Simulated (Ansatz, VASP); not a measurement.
## One calculation of B, two programs

```
B
1.0
     3.33335    0.00000    0.00000
    -1.66667    2.88676    0.00000
     0.00000    0.00000    2.04334
B
3
Direct
  0.00000 0.00000 0.00000
  0.33333 0.66667 0.50000
  0.66667 0.33333 0.50000
```

The cell was built by a generator and needn't be a form met in nature.

Alike in both runs: task relaxation of cell and atoms; functional PBEsol; k mesh 11 × 11 × 15; occupations fermi-dirac, width 0.1 eV; no spin polarisation.

|  | VASP | Ansatz |
| --- | --- | --- |
| version | VASP 6.6.1 | Ansatz 0.2.0 |
| potentials or method | VASP PAW PBE potentials, release 64 (B) | plane waves (420 eV) with PAW, scalar-relativistic |
| plane-wave cutoff (eV) | 600 | 420 |
| valence electrons in the cell | 9 | 9 |

|  | VASP | Ansatz | Ansatz less VASP |
| --- | --- | --- | --- |
| relaxed volume (Å³/atom) | 6.60 | 6.59 | -0.008 |
| relaxed cell length with the largest relative difference (Å) | 2.854 | 2.852 | -0.0016 |
| energy change over the relaxation (meV/atom) | -584 | -587 | -3.2 |

Ansatz warned: «pseudo_functional_mismatch».

Caveats: the PAW data sets were made with another functional, which shifts forces and pressure a little (VASP).
